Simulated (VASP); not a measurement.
A run of VASP 6.6.1 is set up as follows.

Contents of INCAR:

```
SYSTEM = Bi
  PREC = Accurate
  ENCUT = 520
  EDIFF = 1E-6
  ISMEAR = -1
  SIGMA = 0.1
  LREAL = .FALSE.
  LASPH = .TRUE.
  NELM = 60
  ALGO = Normal
  ISIF = 2
  LWAVE = .FALSE.
  LCHARG = .FALSE.
  GGA = RP
  NBANDS = 14
```

Contents of KPOINTS:

```
Automatic mesh
0
G
  18 18 18
  0 0 0
```

File POSCAR:

```
Bi
1.0
   -2.0117779478      2.0117779478      2.0117779478
    2.0117779478     -2.0117779478      2.0117779478
    2.0117779478      2.0117779478     -2.0117779478
Bi
1
Direct
    0.0000000000      0.0000000000      0.0000000000
```

Potentials or basis: VASP PAW PBE potentials, release 64 (Bi_d).

Launch:

```sh
$ cat potpaw_PBE.64/Bi_d/POTCAR > POTCAR
$ mpirun -np 1 vasp_std > vasp.out
```

Q: Predict the pressure.

A: -0.1 GPa.

Q: Predict the band gap on the k mesh.

A: None (metal or under the smearing width).

Caveat: the PAW data sets were made with another functional, which shifts forces and pressure a little; spin-orbit coupling is left out, which moves the levels of the heavy elements.
